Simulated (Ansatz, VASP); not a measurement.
# KF: VASP beside Ansatz

INCAR

```
SYSTEM = KF
PREC = Accurate
ENCUT = 520
EDIFF = 1E-6
ISMEAR = 0
SIGMA = 0.05
LREAL = .FALSE.
LASPH = .TRUE.
NELM = 80
ALGO = Fast
ISIF = 2
LWAVE = .FALSE.
LCHARG = .FALSE.
GGA = CA
NBANDS = 15
```

File KPOINTS:

```
Automatic mesh
0
G
  8 8 8
  0 0 0
```

POSCAR

```
KF
1.0
    0.0000000000      2.7403375000      2.7403375000
    2.7403375000      0.0000000000      2.7403375000
    2.7403375000      2.7403375000      0.0000000000
K F
1 1
Direct
    0.0000000000      0.0000000000      0.0000000000
    0.5000000000      0.5000000000      0.5000000000
```

Input for Ansatz:

```yaml
crystal:
  lattice:
    - [0.0, 2.7403375, 2.7403375]
    - [2.7403375, 0.0, 2.7403375]
    - [2.7403375, 2.7403375, 0.0]
  atoms:
    - { symbol: K, position: [0.0, 0.0, 0.0] }
    - { symbol: F, position: [0.5, 0.5, 0.5] }
basis:
  ecutwfc: 420
kpoints:
  mp_grid: { grid: [8, 8, 8] }
hamiltonian:
  xc: lda
scf:
  occupations: { method: gaussian, width: 0.05 }
output:
  forces: true
  stress: true
  eigenvalues: true
```

Change from the starting cell: strain +0.025 along x and y, +0.025 along z, atoms carried along.

Alike in both runs: task single point; functional LDA; k mesh 8 × 8 × 8; occupations gaussian, width 0.05 eV; no spin polarisation.

|  | VASP | Ansatz |
| --- | --- | --- |
| version | VASP 6.6.1 | Ansatz 0.2.0 |
| potentials or method | VASP PAW LDA potentials, release 64 (K_sv, F) | scalar-relativistic, plane waves, PAW |
| plane-wave cutoff (eV) | 520 | 420 |
| valence electrons in the cell | 16 | 16 |

|  | VASP | Ansatz | Ansatz less VASP |
| --- | --- | --- | --- |
| gap on the k mesh at the Fermi level (eV) | 5.43 | 5.44 | +0.015 |
| least direct gap on the mesh (eV) | 5.43 | 5.44 | +0.015 |
| pressure (GPa) | -5.0 | -5.0 | -0.03 |

A k mesh can miss the band edges.
